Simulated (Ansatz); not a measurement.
Level of theory: DFT PBE+D3(BJ), scalar-relativistic, plane waves, PAW in Ansatz.

Structure of K:

```
CELL_PARAMETERS angstrom
0.00000 3.25975 3.25975
3.25975 0.00000 3.25975
3.25975 3.25975 0.00000
ATOMIC_POSITIONS crystal
K 0.00000 0.00000 0.00000
```

Settings: cutoff 420 eV, Γ-centred mesh 12×12×12 on the computed 1-atom cell, Gaussian smearing of 0.10 eV; no spin polarisation.

Levels along Γ–X–U | K–Γ–L–W–X, in eV from the Fermi level, sorted by energy at each point. Points in fractions of the primitive reciprocal vectors: Γ (0.000 0.000 0.000), X (0.500 0.000 0.500), U (0.625 0.250 0.625), K (0.375 0.375 0.750), L (0.500 0.500 0.500), W (0.500 0.250 0.750).
```tsv
point	k (1/Å, with 2π)	band 5	band 6	band 7	band 8
Γ	0.000	-2.23	4.28	4.28	4.28
-	0.138	-2.14	4.09	4.29	4.29
-	0.275	-1.89	3.69	4.33	4.33
-	0.413	-1.49	3.25	4.10	4.42
-	0.551	-0.95	2.87	3.36	4.58
-	0.688	-0.31	2.58	2.66	4.79
-	0.826	0.39	1.97	2.40	5.03
X	0.964	0.91	1.47	2.34	5.15
-	1.012	0.92	1.47	2.33	5.06
-	1.061	0.94	1.48	2.30	4.88
-	1.110	0.99	1.50	2.24	4.70
-	1.159	1.05	1.52	2.14	4.57
-	1.207	1.12	1.55	2.01	4.49
-	1.256	1.19	1.59	1.86	4.48
U	1.304	1.22	1.64	1.73	4.53
K	1.304	1.22	1.64	1.73	4.53
-	1.450	0.69	1.83	1.94	4.48
-	1.597	-0.09	2.12	2.50	4.44
-	1.743	-0.80	2.50	3.13	4.54
-	1.889	-1.40	2.98	3.75	4.75
-	2.035	-1.85	3.53	4.17	4.49
-	2.181	-2.13	4.04	4.28	4.33
Γ	2.327	-2.23	4.28	4.28	4.28
-	2.446	-2.16	4.10	4.30	4.30
-	2.565	-1.98	3.67	4.36	4.36
-	2.684	-1.67	3.11	4.37	4.37
-	2.804	-1.26	2.48	4.29	4.29
-	2.923	-0.76	1.82	4.17	4.17
-	3.042	-0.18	1.15	4.09	4.09
L	3.161	0.34	0.59	4.05	4.05
-	3.259	0.39	0.61	3.91	4.08
-	3.356	0.52	0.67	3.57	4.14
-	3.453	0.73	0.77	3.15	4.17
-	3.551	0.90	1.00	2.73	4.04
-	3.648	1.08	1.33	2.33	3.70
-	3.745	1.29	1.64	1.98	3.33
W	3.843	1.44	1.79	1.79	3.15
-	3.912	1.40	1.71	1.88	3.23
-	3.981	1.30	1.63	1.98	3.44
-	4.049	1.18	1.57	2.09	3.75
-	4.118	1.07	1.53	2.19	4.13
-	4.187	0.98	1.49	2.27	4.53
-	4.256	0.93	1.47	2.32	4.93
X	4.325	0.91	1.47	2.34	5.15
```

This fcc form isn't the element's structure at ambient conditions.

Cost: 1 run of about 0.2 core-minutes, on Arm Neoverse V1 (shared hosts).